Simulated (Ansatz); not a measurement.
Write the native input for Ansatz 0.2.0 that does the following.

```yaml
Task: relaxation of cell and atoms
Functional: revPBE
Dispersion: D4
Potentials_or_basis: Ansatz PAW
Cutoff: "420 eV (not typed: the program's choice for these potentials)"
k_mesh: 12 × 12 × 12
Occupations: fermi-dirac, width 0.05 eV
Spin: no spin polarisation
```

The system is Ge.

```xyz
1
Lattice="-1.6084 1.6084 1.8732 1.6084 -1.6084 1.8732 1.6084 1.6084 -1.8732" Properties=species:S:1:pos:R:3 pbc="T T T"
Ge    0.0000    0.0000    1.8732
```

The cell was built by a generator and needn't be a form met in nature.

One way to write it, as run:

input.yaml

```yaml
crystal:
  lattice:
    - [-1.60842, 1.60842, 1.87318]
    - [1.60842, -1.60842, 1.87318]
    - [1.60842, 1.60842, -1.87318]
  atoms:
    - { symbol: Ge, position: [0.5, 0.5, 0.0] }
hamiltonian:
  xc: revpbe
  pseudopotentials: { kind: paw }
  dispersion: d4
kpoints:
  mp_grid: { grid: [12, 12, 12] }
scf:
  occupations: { method: fermi_dirac, width: 0.05 }
output:
  forces: true
  stress: true
  eigenvalues: true
  write_density: true
  write_potential: true
  elf: true
  volumetric_format: npy
relax:
  f_tol: 0.01
  max_steps: 40
  cell: { stress_tol: 0.05 }
```

Potentials or basis: Ansatz PAW.

Run with:

```bash
$ ansatz run input.yaml --threads 2 --pin off --max-ram 5632MiB --backend cpu --events-out ev --progress --plain --runs-dir out
```

It gave:

| Item | Value |
| --- | --- |
| Relaxed volume | 18.30 Å³/atom |
| Relaxed cell | a = 2.914 Å, b = 2.914 Å, c = 2.914 Å, α = 116.48°, β = 116.48°, γ = 96.22° |
| Space group after relaxing (to 0.05 Å) | I4/mmm (No. 139) |
| Energy gained by relaxing | 13.5 meV/atom |
| Ionic steps | 11 |
| Pressure after relaxing | 0.0 GPa |
| Band gap on the k mesh | none (metal or under the smearing width) |

Caveat: the plane-wave basis is chosen anew once the cell has moved, so the energies of steps on either side of that aren't comparable; pairwise dispersion overbinds metals, which lowers pressure and volume; the PAW data sets come from PBE, with cores solved anew for the run's functional, which leaves a small shift of forces and pressure.

Wall time 15 s on 2 threads of Arm Neoverse V2 (shared host), peak memory 0.32 GiB.
